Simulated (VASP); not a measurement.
GePt:

```
CELL_PARAMETERS angstrom
5.25000 0.00000 0.00000
-2.62500 4.54663 0.00000
0.00000 0.00000 4.25000
ATOMIC_POSITIONS crystal
Ge 0.33333 0.66667 0.50000
Ge 0.66667 0.33333 0.50000
Ge 0.00000 0.00000 0.00000
Pt 0.50000 0.00000 0.00000
Pt 0.50000 0.50000 0.00000
Pt 0.00000 0.50000 0.00000
```

The cell was built by a generator and needn't be a form met in nature.

```yaml
Program: VASP 6.6.1
Task: relaxation of cell and atoms
Functional: PBE
Potentials_or_basis: VASP PAW PBE potentials, release 64 (Ge_d, Pt)
Cutoff: 520 eV
k_mesh: 4 × 4 × 4
Occupations: gaussian, width 0.15 eV
Spin: no spin polarisation
```

At the start: pressure 19.4 GPa; volume 16.91 Å³/atom.

Where does the relaxation end?

Over 11 steps the energy falls by 154.6 meV/atom and the volume is 18.93 Å³/atom (+12.0 %); space group P6/mmm (No. 191, to 0.05 Å).

The path:
```tsv
step	energy change (eV)	largest force (eV/Å)	pressure (GPa)	volume (Å³)
1	0.0000	0.0000	19.42	101.45
2	0.2099	0.0000	-13.31	134.48
3	-0.7685	0.0000	-0.80	115.11
4	-0.7694	0.0000	-0.90	114.82
5	-0.6017	0.0000	7.60	108.00
6	-0.7697	0.0000	-0.74	114.54
7	-0.7695	0.0000	-0.22	114.27
8	-0.8237	0.0000	-0.25	113.66
9	-0.9198	0.0000	1.71	111.56
10	-0.9197	0.0000	2.55	111.08
11	-0.9277	0.0000	0.04	113.61
```

Final structure:
```
CELL_PARAMETERS angstrom
5.75315 0.00000 0.00000
-2.87658 4.98237 0.00000
0.00000 0.00000 3.96337
ATOMIC_POSITIONS crystal
Ge 0.33333 0.66667 0.50000
Ge 0.66667 0.33333 0.50000
Ge 0.00000 0.00000 0.00000
Pt 0.50000 0.00000 0.00000
Pt 0.50000 0.50000 0.00000
Pt 0.00000 0.50000 0.00000
```

Caveat: the k mesh is coarse (spacing up to 0.37 Å⁻¹), so the values aren't converged.
